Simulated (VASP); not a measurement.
Write the native input for VASP 6.6.1 that does the following.

```yaml
Task: single point
Functional: PBE
Potentials_or_basis: VASP PAW PBE potentials, release 64 (Au, Cu)
Cutoff: 520 eV
k_mesh: 7 × 7 × 7
Occupations: gaussian, width 0.011 eV
Spin: no spin polarisation
Further_INCAR_settings: ALGO = Normal; EDIFF = 1e-07
```

The structure of Cu3Au (Auricupride) lies in POSCAR:

```
Cu3Au
1.0
    3.7400000000      0.0000000000      0.0000000000
    0.0000000000      3.7400000000      0.0000000000
    0.0000000000      0.0000000000      3.7400000000
Au Cu
1 3
Direct
    0.0000000000      0.0000000000      0.0000000000
    0.5000000000      0.5000000000      0.0000000000
    0.5000000000      0.0000000000      0.5000000000
    0.0000000000      0.5000000000      0.5000000000
```

The input as run:

INCAR

```
PREC = Accurate ; ENCUT = 520
EDIFF = 1E-7 ; ISMEAR = 0
SIGMA = 0.011 ; LREAL = F
LASPH = T ; NELM = 100
ALGO = Normal ; ISIF = 2
LWAVE = F ; LCHARG = T
GGA = PE ; LELF = T
LVHAR = T
```

KPOINTS

```
regular mesh
0
Gamma
  7 7 7
```

Potentials or basis: VASP PAW PBE potentials, release 64 (Au, Cu).

Run with:

```bash
$ cat potpaw_PBE.64/Au/POTCAR potpaw_PBE.64/Cu/POTCAR > POTCAR
$ mpirun -np 1 vasp_std > vasp.out
```

Results of the run:

| Item | Value |
| --- | --- |
| Pressure | 5.3 GPa |
| Band gap on the k mesh | none (metal or under the smearing width) |

Run time: 34 s on 1 thread of Intel(R) Xeon(R) Platinum 8375C CPU @ 2.90GHz (Ice Lake), with other jobs on the host, peak memory 0.17 GiB.
